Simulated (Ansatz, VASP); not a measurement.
## MgB2: VASP beside Ansatz

Contents of INCAR:

```
SYSTEM = MgB2
  ALGO = Normal
  EDIFF = 1E-6
  ENCUT = 520
  ISIF = 2
  ISMEAR = -1
  LASPH = .True.
  LCHARG = .False.
  LREAL = .False.
  LWAVE = .False.
  NBANDS = 11
  NELM = 100
  PREC = Accurate
  SIGMA = 0.05
```

The input KPOINTS:

```
k-points
0
Gamma
  10 10 8
  0 0 0
```

POSCAR

```
MgB2
1.0
    3.0433056997      0.0000000000      0.0000000000
   -1.5216528499      2.6355800475      0.0000000000
    0.0000000000      0.0000000000      3.4753860551
Mg B
1 2
Direct
    0.0000000000      0.0000000000      0.0000000000
    0.6666666667      0.3333333333      0.5000000000
    0.3333333333      0.6666666667      0.5000000000
```

File input.yaml:

```yaml
crystal:
  lattice:
    - [3.0433056997, 0.0, 0.0]
    - [-1.5216528499, 2.6355800475, 0.0]
    - [0.0, 0.0, 3.4753860551]
  atoms:
    - { symbol: Mg, position: [0.0, 0.0, 0.0] }
    - { symbol: B, position: [0.6666666667, 0.3333333333, 0.5] }
    - { symbol: B, position: [0.3333333333, 0.6666666667, 0.5] }
kpoints:
  mp_grid: { grid: [10, 10, 8] }
scf:
  occupations: { method: fermi_dirac, width: 0.05 }
hamiltonian:
  xc: lda
  pseudopotentials: { kind: all_electron, lapw: { basis_error: 0.002 } }
output:
  forces: true
  stress: true
  eigenvalues: true
```

Change from the starting cell: volume scaled by 0.96.

Alike in both runs: task single point; functional LDA; k mesh 10 × 10 × 8; occupations fermi-dirac, width 0.05 eV; no spin polarisation.

|  | VASP | Ansatz |
| --- | --- | --- |
| version | VASP 6.6.1 | Ansatz 0.2.0 |
| potentials or method | VASP PAW LDA potentials, release 64 (Mg, B) | all-electron LAPW, scalar-relativistic |
| plane-wave cutoff (eV) | 520 | see its input |

```tsv
	VASP	Ansatz	Ansatz less VASP
gap on the k mesh at the Fermi level (eV)	none	none	-
pressure (GPa)	-2.1	-1.5	+0.60
largest component of the traceless stress (GPa)	1.25	1.14	-0.109
```

A gap of «none» marks a metal or a gap that the smearing closes. Ansatz ran all-electron here, so the differences hold the error of VASP's frozen core and of both bases.
